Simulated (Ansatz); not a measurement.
NbC: the change of pressure with volume scale

All results are calculated (Ansatz 0.2.0). Periodic Kohn-Sham DFT of a crystal at fixed atoms, scaled to volume_scale times the given cell; pressure positive in compression, energy less spherical unpolarised free atoms, largest_vzz the field gradient of largest size among the nuclei.

The cell before it is scaled or strained (space group Fm-3m, No. 225):
```
NbC
1.0
      0.0000     2.2000     2.2000
      2.2000     0.0000     2.2000
      2.2000     2.2000     0.0000
Nb C
1 1
Direct
  0.00000 0.00000 0.00000
  0.50000 0.50000 0.50000
```

Settings of every row: method frozen-core PAW; functional PBEsol; relativity scalar; k mesh 14x14x14; filling fermi-dirac; smearing width 0.05 eV; wave cutoff 420 eV; paw set soft_2.

Atom start moment: 0 on all atoms.

Limits: PAW files made with PBE.

| row | volume scale | V (Å³/atom) | pressure (GPa) |
| --- | --- | --- | --- |
| 1 | 0.94 | 10.009 | 37.411 |
| 2 | 0.96 | 10.222 | 27.936 |
| 3 | 0.98 | 10.435 | 19.374 |
| 4 | 0.99 | 10.542 | 15.405 |
| 5 | 1 | 10.648 | 11.631 |
| 6 | 1.01 | 10.754 | 8.042 |
| 7 | 1.02 | 10.861 | ? |
| 8 | 1.04 | 11.074 | -1.704 |
| 9 | 1.06 | 11.287 | -7.431 |

Question: what pressure should row 7 give?

Worked fit of pressure. Take u = (V_r/V)^(2/3) − 1 with V_r = 10.595 Å³ an atom, which is twice the finite (Eulerian) strain; such expansions in the strain, on which the Birch-Murnaghan equation of state is built, carry the rest volume and the bulk modulus. The shown rows have u = 0.03866, 0.02418, 0.0102, 0.00335, -0.00332, -0.00988, -0.02905, -0.0413. Least squares give pressure = 13.4851 + 564.25 × u + 1406.12 × u² GPa; a straight line predicts inner rows, each left out in turn, worse (root mean square 0.74 against 0.016 GPa). The rows lie off it by 0.010, -0.015, -0.013, 0.014, 0.004, -0.006, 0.016, -0.011 (root mean square 0.012 GPa). The pressure vanishes at u = -0.0255, or V = 11.01 Å³ an atom, and there the bulk modulus at fixed shape and fractions is B = −V dP/dV = (2/3)(1 + u) dP/du = 320 GPa. The withheld row has u = -0.01639, so the fit gives 13.4851 + 564.25 × (-0.01639) + 1406.12 × (-0.01639)² = 4.615 GPa.

The calculation gave 4.629 GPa. The fit lies 0.014 GPa (0.031 % of the column's range) below it; its largest miss of a shown row is 0.016 GPa.
